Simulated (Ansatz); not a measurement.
**VSi2P4 monolayer in a perpendicular field**

Wanted: the out-of-plane response of the VSi2P4 monolayer. A positive field points along +c.

Main program and level: Ansatz 0.2.0; plane-wave DFT, PBE-D3(BJ), Ansatz PAW.

## Step 1: The starting structure

The cell holds 7 atoms: 4 P, 2 Si and 1 V. Cell: a = 3.480 Å, b = 3.480 Å, c = 47.432 Å, α = 90.0°, β = 90.0°, γ = 120.0°. Vacuum lies along c.

## Step 2: Relaxation

The starting cell is a guess, so the in-plane lattice and the atoms are relaxed first, with the slab cut off from its images along the normal.

Input file input.yaml:

```yaml
crystal:
  lattice:
    - [3.48, 0.0, 0.0]
    - [-1.74, 3.0137684052, 0.0]
    - [0.0, 0.0, 47.4317629167]
  atoms:
    - { symbol: P, position: [0.0, 0.0, 0.413225206] }
    - { symbol: Si, position: [0.3333333333, 0.6666666667, 0.4268118344] }
    - { symbol: P, position: [0.3333333333, 0.6666666667, 0.4712967928] }
    - { symbol: V, position: [0.0, 0.0, 0.5], spin: 1.0 }
    - { symbol: P, position: [0.3333333333, 0.6666666667, 0.5287032072] }
    - { symbol: Si, position: [0.3333333333, 0.6666666667, 0.5731881656] }
    - { symbol: P, position: [0.0, 0.0, 0.586774794] }
  periodic: [true, true, false]
magnetization:
  spin_polarized: true
kpoints:
  mp_grid: { grid: [12, 12, 1] }
hamiltonian:
  xc: pbe
  dispersion: d3bj
scf:
  occupations: { method: fermi_dirac, width: 0.05 }
  convergence: { dr2_threshold: 1.0e-09 }
relax:
  f_tol: 0.004
  max_steps: 90
  cell: {}
output:
  write_potential: true
  write_density: true
  volumetric_format: npy
```

Started as:

```
$ ansatz run input.yaml --threads 2 --pin off --max-ram 3072MiB --backend cpu --events-out ev --progress --plain --runs-dir out
```

Numbers of over 12 decimals in the logs are rounded to 6 here.

Output:

```text
Warning: relax.cell: scf.convergence.dr2_threshold = 1e-9 eV is looser than the 2.10591438332e-10 eV advised for a relaxation that steers and ends on the stress (1e-10 eV for each atom of the cell: 7, times the square of relax.cell.stress_2d_tol = 0.05 N/m over 18.2 Å (the atoms' height at the walk's start and 5 Å past either face), 2.742e-2 GPa, over a crystal's default 0.05). What an SCF threshold leaves in a stress goes as its square root, and in the free energy as the threshold itself, and one threshold admits the most on a small cell: [figures from the program's tests cut] Set scf.convergence.dr2_threshold to 2.10591438332e-10 eV or tighter. [rest of the remark cut]
Engine: ansatz 0.2.0, x86_64-unknown-linux-gnu
Pseudopotentials: kind: paw
Pseudopotential: P, paw, valence charge 5, recommended cutoff 420 eV (normal), P.paw.azcp
Pseudopotential: Si, paw, valence charge 4, recommended cutoff 420 eV (normal), Si.paw.azcp
Pseudopotential: V, paw, valence charge 13, recommended cutoff 420 eV (normal), V.paw.azcp
Functional definition: PBE
  parameter kappa = 0.804
  parameter beta = 0.066725
  exchange = pbe_x(kappa = kappa, mu = beta*pi^2/3)
  correlation = pbe_c(beta = beta)
Crystal: 7 atoms, lattice volume = 497.460 Å³
Basis set: ecut = 420 eV, 9681 PW (Γ), exchange–correlation on 48×48×640 points (8 copies of the dense FFT grid, shifted against one another)
Bands: 28, of which v1, the nominal top of the filled ones, is band 21 counted from 1 (20 counted from 0)
Symmetry: 12 space group operations
Space group: P-6m2 (ITA 187), of the structure as read, at distance tolerance 7.9e-5 Å
Magnetic group: BNS 187.209 (UNI 1439), of the structure as read, at distance tolerance 7.9e-5 Å
k-points: 19 of 144 (time reversal used)
Non-local potential: P, projectors of the file, l = 0: 2, l = 1: 2, l = 2: 2
Non-local potential: Si, projectors of the file, l = 0: 2, l = 1: 2, l = 2: 2
Non-local potential: V, projectors of the file, l = 0: 3, l = 1: 2, l = 2: 3, l = 3: 1
PAW form: soft (Blöchl's): semilocal exchange-correlation on the pseudo side does not see the compensation charge
PAW one-centre angular grid: P, 110 points (default); XC on 64 Gauss nodes
PAW one-centre angular grid: Si, 110 points (default); XC on 64 Gauss nodes
PAW one-centre angular grid: V, 590 points (default); XC on 64 Gauss nodes
Initial density: superposition of atomic densities (neutral atoms: chi_scale 0, normalization atom)
Starting moments: Σ|m| = 1 μB on 1 of 7 sites
Initial wavefunctions: pseudopotential atomic-orbital guess
Functional: x = pbe(κ = 0.804, μ = 0.219515), c = pbe(β = 0.066725)
SCF iter   1: F=—  HF=-7210.985915 eV  |F-HF|=—  |Δ(HF+E_count)|=         —  Δρ=1.62e-2 (↑1.62e-2 ↓1.46e-2)  dr2=5.88e0  dr2_m=4.13e-2  M=0.828 μB ∫|m|=0.995 μB  β_m=0.30  ethr=3.10e-3  ⟨swp⟩=16.9  Hψ=9771  notcnv=0
Mixer restart at iter 1: flushing history
preconditioner: auto → LDOS  [metal: Δε(μ)=0.021 eV  Ē_g=8.235 eV  σ=0.050 eV  W_gap=0.10  n_scr=26 (ndim 8)  ℏωp=9.6 eV  f_vac=0.731  D(μ)=1.50/eV (n_scr^D=10)]
spin=Collinear: LDOS preconditioning applied to the charge; magnetization (m = ρ↑ − ρ↓) channel mixes plain (no charge-response kernel on spin).
SCF iter   2: F=—  HF=-7209.595153 eV  |F-HF|=—  |Δ(HF+E_count)|=    1.39e0  Δρ=9.38e-3 (↑9.38e-3 ↓9.14e-3)  dr2=1.41e0  dr2_m=1.73e-2  M=0.857 μB ∫|m|=1.032 μB  β_m=0.44  ethr=3.10e-3  ⟨swp⟩=4.4  Hψ=2544  notcnv=0  defer=52
SCF iter   3: F=—  HF=-7209.337387 eV  |F-HF|=—  |Δ(HF+E_count)|=   2.58e-1  Δρ=3.27e-3 (↑3.02e-3 ↓3.27e-3)  dr2=1.27e-1  dr2_m=3.24e-3  M=0.885 μB ∫|m|=1.070 μB  β_m=0.53  ethr=3.10e-3  ⟨swp⟩=3.5  Hψ=2090  notcnv=0  defer=52
SCF iter   4: F=—  HF=-7209.360717 eV  |F-HF|=—  |Δ(HF+E_count)|=         —  Δρ=9.58e-4 (↑6.17e-4 ↓9.58e-4)  dr2=8.86e-3  dr2_m=1.04e-3  M=0.920 μB ∫|m|=1.123 μB  β_m=0.53  ethr=3.10e-4  ⟨swp⟩=4.5  Hψ=2730  notcnv=0  defer=50
SCF iter   5: F=—  HF=-7209.366298 eV  |F-HF|=—  |Δ(HF+E_count)|=   5.58e-3  Δρ=5.10e-4 (↑4.62e-4 ↓5.10e-4)  dr2=1.15e-3  dr2_m=7.56e-4  M=0.934 μB ∫|m|=1.148 μB  β_m=0.58  ethr=2.16e-5  ⟨swp⟩=3.2  Hψ=2247  notcnv=0  defer=48
SCF iter   6: F=—  HF=-7209.367541 eV  |F-HF|=—  |Δ(HF+E_count)|=   1.24e-3  Δρ=3.08e-4 (↑2.35e-4 ↓3.08e-4)  dr2=6.31e-4  dr2_m=2.70e-4  M=0.939 μB ∫|m|=1.158 μB  β_m=0.67  ethr=2.81e-6  ⟨swp⟩=3.3  Hψ=2305  notcnv=0  defer=48
SCF iter   7: F=—  HF=-7209.368016 eV  |F-HF|=—  |Δ(HF+E_count)|=   4.76e-4  Δρ=1.13e-4 (↑1.13e-4 ↓8.94e-5)  dr2=2.21e-5  dr2_m=4.19e-5  M=0.945 μB ∫|m|=1.172 μB  β_m=0.76  ethr=1.54e-6  ⟨swp⟩=2.4  Hψ=1868  notcnv=0  defer=48
SCF iter   8: F=—  HF=-7209.367967 eV  |F-HF|=—  |Δ(HF+E_count)|=   4.95e-5  Δρ=4.14e-5 (↑1.17e-5 ↓4.14e-5)  dr2=1.82e-5  dr2_m=2.07e-6  M=0.947 μB ∫|m|=1.178 μB  β_m=0.69  ethr=5.39e-8  ⟨swp⟩=3.7  Hψ=2663  notcnv=0  defer=48
SCF iter   9: F=—  HF=-7209.367967 eV  |F-HF|=—  |Δ(HF+E_count)|=   2.84e-7  Δρ=1.08e-5 (↑1.08e-5 ↓9.74e-6)  dr2=5.66e-7  dr2_m=4.33e-7  M=0.947 μB ∫|m|=1.180 μB  β_m=0.73  ethr=4.44e-8  ⟨swp⟩=2.7  Hψ=1687  notcnv=0  defer=48
SCF iter  10: F=—  HF=-7209.367967 eV  |F-HF|=—  |Δ(HF+E_count)|=   3.01e-7  Δρ=3.64e-6 (↑2.19e-6 ↓3.64e-6)  dr2=8.42e-8  dr2_m=2.72e-8  M=0.948 μB ∫|m|=1.180 μB  β_m=0.73  ethr=1.38e-9  ⟨swp⟩=3.4  Hψ=2504  notcnv=0  defer=48
SCF iter  11: F=—  HF=-7209.367967 eV  |F-HF|=—  |Δ(HF+E_count)|=   7.73e-8  Δρ=1.02e-6 (↑1.02e-6 ↓8.56e-7)  dr2=2.66e-9  dr2_m=3.46e-9  M=0.948 μB ∫|m|=1.181 μB  β_m=0.78  ethr=2.05e-10  ⟨swp⟩=2.7  Hψ=2027  notcnv=0  defer=48
SCF iter  12: F=—  HF=-7209.367967 eV  |F-HF|=—  |Δ(HF+E_count)|=   6.52e-9  Δρ=4.81e-7 (↑4.81e-7 ↓2.23e-7)  dr2=1.62e-9  dr2_m=3.06e-10  M=0.948 μB ∫|m|=1.181 μB  β_m=0.79  ethr=6.48e-12  ⟨swp⟩=3.8  Hψ=2806  notcnv=0  defer=48
SCF iter  13: F=-7209.367967 eV  HF=-7209.367967 eV  |F-HF|=6.49e-10  |Δ(HF+E_count)|=   5.82e-9  Δρ=1.39e-7 (↑1.39e-7 ↓7.67e-8)  dr2=4.31e-10  dr2_m=3.74e-11  M=0.948 μB ∫|m|=1.181 μB  ethr=2.44e-12  ⟨swp⟩=10.9  Hψ=7731  notcnv=0
SCF 1 converged in 13 iterations: F = -7209.367967 eV  dr2 = 4.31e-10
  greatest PAW one-centre occupation: 1.000 electrons in one spin orbital (limit 2), on the V atom at site 3 (counted from 0), in its partial waves of l = 0
relax step   1: F+E_penalty+E_count = -7209.36796696 eV  Δ(F+E_penalty+E_count) = +0.000e0 eV  max|allowed force component| = 3.512e0 eV/Å  Δτ_max = 0.0000 Å  P = +9.799 N/m  Ω = 497.460 Å³  fix = [c, alpha, beta]  reactions: c +0.000 N/m  (13 SCF iters, accepted)
Crystal: 7 atoms, lattice volume = 499.022 Å³
[...]
relax step   4: F+E_penalty+E_count = -7211.14741869 eV  Δ(F+E_penalty+E_count) = -9.825e-2 eV  max|allowed force component| = 2.636e-2 eV/Å  Δτ_max = 0.1344 Å  P = -0.231 N/m  Ω = 484.277 Å³  energy of the carried Pulay correction = +6.147e-4 eV  fix = [c, alpha, beta]  reactions: c -0.000 N/m  (12 SCF iters, accepted)
[...]
relax step   5: F+E_penalty+E_count = -7211.14763297 eV  Δ(F+E_penalty+E_count) = -2.143e-4 eV  max|allowed force component| = 6.063e-3 eV/Å  Δτ_max = 0.0028 Å  P = -0.038 N/m  Ω = 483.559 Å³  energy of the carried Pulay correction = +6.487e-4 eV  fix = [c, alpha, beta]  reactions: c -0.000 N/m  (9 SCF iters, accepted)
[...]
relax step   6: F+E_penalty+E_count = -7211.14763949 eV  Δ(F+E_penalty+E_count) = -6.520e-6 eV  max|allowed force component| = 1.226e-2 eV/Å  Δτ_max = 0.0010 Å  P = -0.015 N/m  Ω = 483.403 Å³  energy of the carried Pulay correction = +6.560e-4 eV  fix = [c, alpha, beta]  (7 SCF iters, rejected (line search))
[...]
relax step   7: F+E_penalty+E_count = -7211.14764526 eV  Δ(F+E_penalty+E_count) = -1.228e-5 eV  max|allowed force component| = 1.871e-3 eV/Å  Δτ_max = 0.0004 Å  P = -0.011 N/m  Ω = 483.431 Å³  energy of the carried Pulay correction = +6.547e-4 eV  fix = [c, alpha, beta]  reactions: c -0.000 N/m  (7 SCF iters, accepted)
Initial wavefunctions: pseudopotential atomic-orbital guess (no wavefunctions were taken with the density)
iter 1 solved again at ethr=1.60e-7 eV; its pass at ethr=3.10e-3 eV (dr2=6.57e-5 eV) is discarded
SCF iter   1: F=—  HF=-7211.147155 eV  |F-HF|=—  |Δ(HF+E_count)|=         —  Δρ=7.91e-6 (↑7.91e-6 ↓7.34e-6)  dr2=5.93e-7  dr2_m=1.04e-8  M=0.822 μB ∫|m|=0.986 μB  β_m=0.65  ethr=1.60e-7  ⟨swp⟩=6.1  Hψ=14225  notcnv=0
spin=Collinear: LDOS preconditioning applied to the charge; magnetization (m = ρ↑ − ρ↓) channel mixes plain (no charge-response kernel on spin).
SCF iter   2: F=—  HF=-7211.147111 eV  |F-HF|=—  |Δ(HF+E_count)|=   4.36e-5  Δρ=3.86e-6 (↑3.86e-6 ↓3.10e-6)  dr2=1.70e-7  dr2_m=2.20e-9  M=0.822 μB ∫|m|=0.986 μB  β_m=0.59  ethr=1.45e-9  ⟨swp⟩=3.4  Hψ=2504  notcnv=0
SCF iter   3: F=—  HF=-7211.147112 eV  |F-HF|=—  |Δ(HF+E_count)|=   1.02e-7  Δρ=1.02e-6 (↑1.02e-6 ↓8.29e-7)  dr2=1.87e-8  dr2_m=1.07e-9  M=0.822 μB ∫|m|=0.986 μB  β_m=0.57  ethr=4.14e-10  ⟨swp⟩=3.0  Hψ=1818  notcnv=0
SCF iter   4: F=—  HF=-7211.147112 eV  |F-HF|=—  |Δ(HF+E_count)|=   1.20e-7  Δρ=4.95e-7 (↑4.61e-7 ↓4.95e-7)  dr2=5.48e-9  dr2_m=2.52e-10  M=0.822 μB ∫|m|=0.986 μB  β_m=0.56  ethr=4.56e-11  ⟨swp⟩=3.3  Hψ=2140  notcnv=0
SCF iter   5: F=—  HF=-7211.147112 eV  |F-HF|=—  |Δ(HF+E_count)|=   5.66e-8  Δρ=3.09e-7 (↑2.34e-7 ↓3.09e-7)  dr2=5.96e-10  dr2_m=7.48e-11  M=0.822 μB ∫|m|=0.986 μB  β_m=0.63  ethr=1.34e-11  ⟨swp⟩=2.7  Hψ=1755  notcnv=0
SCF iter   6: F=-7211.147112 eV  HF=-7211.147112 eV  |F-HF|=5.99e-9  |Δ(HF+E_count)|=   2.37e-8  Δρ=1.32e-7 (↑1.12e-7 ↓1.32e-7)  dr2=5.17e-10  dr2_m=9.27e-12  M=0.822 μB ∫|m|=0.986 μB  ethr=1.45e-12  ⟨swp⟩=11.8  Hψ=8888  notcnv=0
SCF 8 converged in 6 iterations: F = -7211.147112 eV  dr2 = 5.17e-10
relax step   8: F+E_penalty+E_count = -7211.14711175 eV  Δ(F+E_penalty+E_count) = +5.335e-4 eV  max|allowed force component| = 2.039e-3 eV/Å  Δτ_max = 0.0000 Å  P = -0.021 N/m  Ω = 483.431 Å³  fix = [c, alpha, beta]  reactions: c -0.000 N/m  stress off target by 2.15e-2 N/m on what of the cell is left free  SCF on the basis re-selected at this cell (its energy is not comparable with the rows above)  (6 SCF iters)
basis re-selected at this cell: Δ(F+E_penalty+E_count) = +5.335e-4 eV, ΔP = -0.010 N/m vs the last step (what re-selecting the basis moved, of the pressure what is left beyond the Pulay correction that the steps carried, after the strain that the cell walked since its last selection, with what the two solves' SCF thresholds leave and, on support functions, any second-order correction that the steps lacked; it is no m [...]
WARN: The output density's exchange-correlation potential varies sharply where the density is thin. Do not read a vacuum level from v_tot or v_xc, or from such a field of the output density. On a cell that repeats whose density bears no net charge and no dipole along the vacuum's axis use v_es (v_loc + v_h of the components); under efield.dipole_correction with no amplitude use v_es + v_field, which holds any externa [...]
SCF converged after 6 iterations
Magnetization: 0.8217 μB (20.9108 up, 20.0892 down)
Absolute magnetization: 0.9863 μB (∫|ρ↑−ρ↓|, with the PAW one-centre terms)
Spin contamination: 0.0163 ħ² per cell (⟨S²⟩ above its minimum at these occupations)
Per-site moments (μB) at R_I (Å): [(0.00198206, 0.922693), (0.00751983, 0.922693), (-0.025682, 0.925389), (0.653793, 0.990908), (-0.025682, 0.925389), (0.00751983, 0.922693), (0.00198206, 0.922693)]
Free energy (F): -7211.147112 eV
Harris-Foulkes:  -7211.147112 eV  (|F-HF|=5.99e-9)
Internal energy: -7211.134404 eV  (E = F + TS)
E sigma→0 (E₀):  -7211.140758 eV
Entropy (-TS):   -0.012708 eV (-1.815 meV/atom)
Fermi energy:    -5.440614 eV
--- Per-component energies (eV) ---
  E_band       = -744.700035
  E_kinetic    = 703.604755
  E_local      = -129002.303710  (includes V_loc(G=0)·N_el)
  E_nonlocal   = 141.846667
  E_hartree    = 64074.957241
  E_xc         = -488.959300
  E_vxc        = -504.681028  (∫ρ·V_xc dr)
  E_paw        = -4415.972747  (= ΣΔE_a)
  E_vpaw       = -233.083413  (= ΣTr[D̂ρ^β])
  E_aug_tail   = 0.000291  (compensation charges beyond the density's cutoff)
  E_ewald      = 61778.131234
  E_disp       = -2.438835  (pairwise vdW)
  E_smearing   = -0.012708  (= −TS)
  E_closure    = -0.000000  (closes the sum)
  Σ components = -7211.147112   (vs F -7211.147112, Δ=0.00e0)
--- Forces (eV/Å), atoms counted from 1 ---
  atom   1  P     -0.00000000     0.00000000     0.00045817
  atom   2  Si     0.00000000    -0.00000000     0.00078074
  atom   3  P     -0.00000000     0.00000000    -0.00203884
  atom   4  V     -0.00000000    -0.00000000     0.00000000
  atom   5  P     -0.00000000     0.00000000     0.00203884
  atom   6  Si     0.00000000    -0.00000000    -0.00078074
  atom   7  P     -0.00000000     0.00000000    -0.00045817
  max |Σ_I F_I| component: 5.04e-16 eV/Å
--- 2D stress c σ (N/m, compression-positive) ---
       -0.021473       0.000000       0.000000
        0.000000      -0.021473       0.000000
        0.000000       0.000000       0.000000
  P = ½ c Tr σ = -0.0215 N/m
--- Band table (eV; the first three rows and the last of 38) ---
  k-point 0 ↑: bands = [... 17 lower, -6.1100, -5.8951, -5.8951, -5.4208, -2.6650, -2.6650, -2.4978, -2.4978, ... 3 higher]
  k-point 1 ↑: bands = [... 17 lower, -6.3087, -6.0183, -5.9812, -5.4197, -2.9222, -2.8174, -2.5285, -2.5264, ... 3 higher]
  k-point 2 ↑: bands = [... 17 lower, -6.6975, -6.2894, -6.1828, -5.5494, -3.3861, -3.2969, -2.8056, -2.2799, ... 3 higher]
  k-point 18 ↓: bands = [... 17 lower, -7.9730, -6.8670, -6.2222, -4.7137, -3.8792, -3.7432, -3.5706, -3.0247, ... 3 higher]
  the weakly bound empty levels are not read free of the cell's end (no_gap_told)
--- Relaxed structure (7 steps of the walk, 6 accepted, 1 SCFs on fresh bases) ---
  F+E_penalty+E_count = -7211.14711175 eV   max|allowed force component| = 2.039e-3 eV/Å   (the final SCF, on the basis selected at the relaxed cell)
  cell:  # Å, volume = 483.4310 Å³
    - [3.430578, 0, 0.0]
    - [-1.715289, 2.970968, 0.0]
    - [0.0, 0.0, 47.4317629167]
  atoms:
    - { symbol: P, position: [1.0573552618554987e-17, -5.135725556199064e-17, 0.402131] }
    - { symbol: Si, position: [0.333333, 0.666667, 0.424046] }
    - { symbol: P, position: [0.333333, 0.666667, 0.471343] }
    - { symbol: V, position: [1.0573552618554987e-17, -5.135725556199064e-17, 0.5] }
    - { symbol: P, position: [0.333333, 0.666667, 0.528657] }
    - { symbol: Si, position: [0.333333, 0.666667, 0.575954] }
    - { symbol: P, position: [1.0573552618554993e-17, -5.135725556199064e-17, 0.597869] }
```

The job ended after 3.5 min (2 threads of Intel Xeon Platinum 8488C (Sapphire Rapids), shared host; peak memory 0.98 GiB; 6.9 min of CPU time).

Step by step:

| step | energy less that of the first step (eV) | largest force component (eV/Å) | volume (Å³) |
| --- | --- | --- | --- |
| 1 | 0.0000 | 3.5124 | 497.46 |
| 2 | -1.2939 | 1.8344 | 499.02 |
| 3 | -1.6812 | 0.6789 | 492.13 |
| 4 | -1.7795 | 0.0264 | 484.28 |
| 5 | -1.7797 | 0.0061 | 483.56 |
| 6 | -1.7797 | 0.0123 | 483.40 |
| 7 | -1.7797 | 0.0019 | 483.43 |
| 8* | -1.7791 | 0.0020 | 483.43 |

Relaxation steps marked * repeat the geometry before them on a plane-wave basis chosen anew for their cell, so energy and pressure can jump there. Relaxation step 6 was tried and not accepted.

The run keeps the 12 symmetry operations that it works with, so distortions that break them were not tested.

```
cell as run  before  after  change
      a (Å)   3.480  3.431  -1.4 %
      b (Å)   3.480  3.431  -1.4 %
```

The atoms that moved most (Å, along periodic axes as changes of fractional coordinates times the final cell, across vacuum about the mean position):

```csv
atom,dx,dy,dz,length
P1,0.000,0.000,-0.526,0.526
P7,0.000,0.000,0.526,0.526
Si6,0.000,0.000,0.131,0.131
Si2,0.000,0.000,-0.131,0.131
```

This step gave:

```
energy at zero smearing : -7211.1408 eV
total moment            : 0.8217 μB
site moments            : 0.001982, 0.007520, -0.02568, 0.6538, -0.02568, 0.007520, 0.001982 μB
```

Site moment by atom:

```
atom  site moment (μB)
  P1             0.002
 Si2             0.008
  P3            -0.026
  V4             0.654
  P5            -0.026
 Si6             0.008
  P7             0.002
```

The lattice constant a goes from 3.480 to 3.431 Å.

(Part 1 of 3 ends here.)

[Logs are printed without paths, hosts, clocks, repeated set-up lines and the standing remarks that a program may print on its own settings, such as how far it seeks lower states.]

[Hosts, paths, dates, database ids (printed as entryN), source tags and the programs' standing remarks are cut or masked in the printed files.]

[Maps of the electrostatic potential energy from Ansatz leave out the sawtooth potential of an applied field or a dipole correction, so their vacuum need not be flat; planar profiles and work functions include it.]
